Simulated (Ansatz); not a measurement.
Relaxation of a periodic cell of 21 atoms, H$_{2}$C$_{19}$ (surface graphene monolayer, adsorbate CH2), to a largest force component of 0.03 eV/Å in at most 60 steps.

The calculation used Ansatz 0.2.0, DFT PBE, scalar-relativistic, plane waves, PAW. Settings: cutoff 420 eV, k mesh 2x2x1, gaussian smearing 0.05 eV, no spin polarisation.

```xyz
21
Lattice="7.3980 0.0000 0.0000 -3.6990 6.4069 0.0000 0.0000 0.0000 12.0000" Properties=species:S:1:pos:R:3:forces:R:3
C 0.000 0.000 1.000 -0.08 -0.11 0.07
C 1.233 0.712 1.000 -0.37 0.18 -0.10
C -1.233 2.136 1.000 0.08 -0.38 -0.09
C 0.000 2.847 1.000 0.08 0.14 0.02
C -2.466 4.271 1.000 0.16 0.43 0.01
C -1.233 4.983 1.000 -0.54 -0.94 -0.67
C 2.466 0.000 1.000 -1.79 -0.66 -0.44
C 3.699 0.712 1.000 -0.53 -0.19 0.22
C 1.233 2.136 1.000 -0.06 -0.13 -0.08
C 2.466 2.847 1.000 0.37 -0.36 0.03
C 0.000 4.271 1.000 0.22 -0.14 -0.23
C 1.233 4.983 1.000 0.41 -1.70 -0.69
C 4.932 0.000 1.000 0.82 -0.58 0.94
C 6.165 0.712 1.000 0.77 0.56 -0.01
C 3.699 2.136 1.000 -0.03 2.13 -0.75
C 4.932 2.847 1.000 -0.45 -0.29 0.03
C 2.466 4.271 1.000 -0.40 0.45 -0.05
C 3.699 4.983 1.000 0.08 -0.03 0.04
C 0.000 6.644 2.490 1.16 1.98 2.20
H 0.238 7.512 3.090 0.05 0.24 0.37
H -0.238 5.776 3.090 0.07 -0.59 -0.83
```

**Question.** Where does it end, and by what steps?

**Answer.** It converged. Limits of this set-up: coarse k mesh, slab without dipole correction. After 10 steps the energy has fallen by 2.624 eV; H20 moved furthest, 0.76 Å.

```json
{"step": "0", "energy less start (eV)": "0.0000", "largest force component (eV/Å)": "2.203", "accepted": "yes"}
{"step": "1", "energy less start (eV)": "-0.6792", "largest force component (eV/Å)": "1.689", "accepted": "yes"}
{"step": "2", "energy less start (eV)": "-1.2778", "largest force component (eV/Å)": "1.820", "accepted": "yes"}
{"step": "3", "energy less start (eV)": "-1.8379", "largest force component (eV/Å)": "2.298", "accepted": "yes"}
{"step": "4", "energy less start (eV)": "-2.2468", "largest force component (eV/Å)": "2.684", "accepted": "yes"}
{"step": "5", "energy less start (eV)": "-2.5715", "largest force component (eV/Å)": "0.729", "accepted": "yes"}
{"step": "6", "energy less start (eV)": "-2.6180", "largest force component (eV/Å)": "0.328", "accepted": "yes"}
{"step": "7", "energy less start (eV)": "-2.6222", "largest force component (eV/Å)": "0.213", "accepted": "yes"}
{"step": "8", "energy less start (eV)": "-2.6241", "largest force component (eV/Å)": "0.080", "accepted": "yes"}
{"step": "9", "energy less start (eV)": "-2.6238", "largest force component (eV/Å)": "0.167", "accepted": "no"}
{"step": "10", "energy less start (eV)": "-2.6244", "largest force component (eV/Å)": "0.009", "accepted": "yes"}
```

```xyz
21
Lattice="7.3980 0.0000 0.0000 -3.6990 6.4069 0.0000 0.0000 0.0000 12.0000" Properties=species:S:1:pos:R:3
C -0.081 -0.012 0.889
C 1.139 0.690 0.888
C -1.311 2.104 0.951
C -0.077 2.824 0.890
C -2.565 4.261 0.891
C -1.330 4.981 0.950
C 2.350 -0.036 0.999
C 3.560 0.725 1.337
C 1.142 2.120 0.892
C 2.379 2.839 0.888
C -0.070 4.254 0.950
C 1.143 4.932 1.001
C 4.896 -0.047 1.340
C 6.105 0.714 1.001
C 3.614 2.153 1.000
C 4.827 2.831 0.950
C 2.378 4.246 0.889
C 3.614 4.964 0.893
C 0.527 6.746 2.645
H 0.990 7.550 3.214
H 0.062 5.942 3.212
```

Time of the run: 4.1 min on 1 thread of Intel(R) Xeon(R) Processor @ 2.50GHz (Skylake/Cascade Lake), with other jobs on the host, peak memory 0.67 GiB.
